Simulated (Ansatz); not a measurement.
A relaxation computed with Ansatz, from input to last step.

```yaml
crystal:
  lattice:
    - [-3.2387239512, 3.2387239512, 2.7900285724]
    - [3.2387239512, -3.2387239512, 2.7900285724]
    - [3.2387239512, 3.2387239512, -2.7900285724]
  atoms:
    - { symbol: Co, position: [0.25, 0.25, 0.0] }
    - { symbol: Co, position: [0.75, 0.75, 0.0] }
    - { symbol: Sn, position: [0.6671446524, 0.1671446524, 0.8342893049] }
    - { symbol: Sn, position: [0.1671446524, 0.3328553476, 0.5] }
    - { symbol: Sn, position: [0.3328553476, 0.8328553476, 0.1657106951] }
    - { symbol: Sn, position: [0.8328553476, 0.6671446524, 0.5] }
basis:
  ecutwfc: 420
kpoints:
  mp_grid: { grid: [8, 8, 8] }
hamiltonian:
  xc: pbesol
scf:
  occupations: { method: gaussian, width: 0.1 }
output:
  forces: true
  stress: true
  eigenvalues: true
relax:
  adjacent_minimum: "off"
  f_tol: 0.01
  max_steps: 30
  cell: { stress_tol: 0.1, fix: [volume] }
```

```bash
ansatz run input.yaml --threads 1 --pin off --max-ram 2560MiB --backend cpu --events-out ev --progress --plain --runs-dir out
```

Method: Ansatz 0.2.0, DFT PBEsol, scalar-relativistic, plane waves, PAW.

The volume is held at 1.1 times that of the relaxed cell.

Of 4 frames 3 are shown, positions in Å and forces in eV/Å; the SCF threshold varies from step to step. Steps run on the plane waves of an earlier cell, with a Pulay correction in the pressure. The basis is chosen afresh for the last frame, the zero of the energies, and at times for earlier ones too; energy and pressure step there, also at an unchanged geometry. The mark taken_back stands on steps that the optimiser undid.

```xyz
6
Lattice="-3.2387 3.2387 2.7900 3.2387 -3.2387 2.7900 3.2387 3.2387 -2.7900" Properties=species:S:1:pos:R:3:forces:R:3 pbc="T T T" step=1 free_energy_over_end_meV_per_atom=0.12 pressure_GPa=-8.86
Co    0.0000    0.0000    1.3950    0.0000    0.0000    0.0000
Co    0.0000    0.0000    4.1850    0.0000    0.0000    0.0000
Sn    1.0827    4.3214    0.0000    0.0312    0.0312    0.0000
Sn    2.1561    1.0827    0.0000   -0.0312    0.0312    0.0000
Sn    2.1561   -1.0827    2.7900   -0.0312   -0.0312    0.0000
Sn    1.0827    2.1561    2.7900    0.0312   -0.0312    0.0000
6
Lattice="-3.2363 3.2363 2.7942 3.2363 -3.2363 2.7942 3.2363 3.2363 -2.7942" Properties=species:S:1:pos:R:3:forces:R:3 pbc="T T T" step=2 free_energy_over_end_meV_per_atom=0.34 pressure_GPa=-8.70 taken_back
Co    0.0000    0.0000    1.3971    0.0000    0.0000    0.0000
Co    0.0000    0.0000    4.1913    0.0000    0.0000    0.0000
Sn    1.0957    4.3320    0.0000   -0.0571   -0.0571    0.0000
Sn    2.1406    1.0957    0.0000    0.0571   -0.0571    0.0000
Sn    2.1406   -1.0957    2.7942    0.0571    0.0571    0.0000
Sn    1.0957    2.1406    2.7942   -0.0571    0.0571    0.0000
6
Lattice="-3.2361 3.2361 2.7945 3.2361 -3.2361 2.7945 3.2361 3.2361 -2.7945" Properties=species:S:1:pos:R:3:forces:R:3 pbc="T T T" step=4 free_energy_over_end_meV_per_atom=0.00 pressure_GPa=-8.80
Co    0.0000    0.0000    1.3972    0.0000    0.0000    0.0000
Co    0.0000    0.0000    4.1917    0.0000    0.0000    0.0000
Sn    1.0870    4.3231    0.0000   -0.0013   -0.0013    0.0000
Sn    2.1492    1.0870    0.0000    0.0013   -0.0013    0.0000
Sn    2.1492   -1.0870    2.7945    0.0013    0.0013    0.0000
Sn    1.0870    2.1492    2.7945   -0.0013    0.0013    0.0000
```

Time: 60 s on 1 thread of Intel(R) Xeon(R) 6975P-C (Granite Rapids), on a shared host, peak memory 0.6 GiB.

Spin polarisation was left out, and a magnetic state may lie lower.